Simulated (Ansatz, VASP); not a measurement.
SrTiO3: VASP beside Ansatz

```
Sr Ti O
1.0
     3.90727    0.00000    0.00000
     0.00000    3.90727    0.00000
     0.00000    0.00000    3.90727
Sr Ti O
1 1 3
Direct
  0.00000 0.00000 0.00000
  0.50000 0.50000 0.50000
  0.50000 0.00000 0.50000
  0.50000 0.50000 0.00000
  0.00000 0.50000 0.50000
```

Alike in both runs: functional r2SCAN; k mesh 8 × 8 × 8; occupations gaussian, width 0.02 eV; no spin polarisation.

Ansatz relaxed the structure, and its values are those at the end. VASP's run is a single point on that final structure, the one shown.

```csv
,VASP,Ansatz
version,VASP 6.6.1,Ansatz 0.2.0
potentials or method,"VASP PAW PBE potentials, release 64 (Sr_sv, Ti_sv, O)","scalar-relativistic, plane waves, PAW"
plane-wave cutoff (eV),520,500
valence electrons in the cell,40,40
```

VASP gave:

* gap on the k mesh at the Fermi level (eV): 2.27
* least direct gap on the mesh (eV): 2.66
* pressure (GPa): 0.9

Q: Estimate Ansatz's values.

A: gap on the k mesh at the Fermi level (eV): 2.26; least direct gap on the mesh (eV): 2.63; pressure (GPa): 0.0.

Caveats: the PAW data sets were made with another functional, which shifts forces and pressure a little (VASP). A k mesh can miss the band edges. r2SCAN opens gaps a little over a GGA but as a rule still falls short of measured ones.
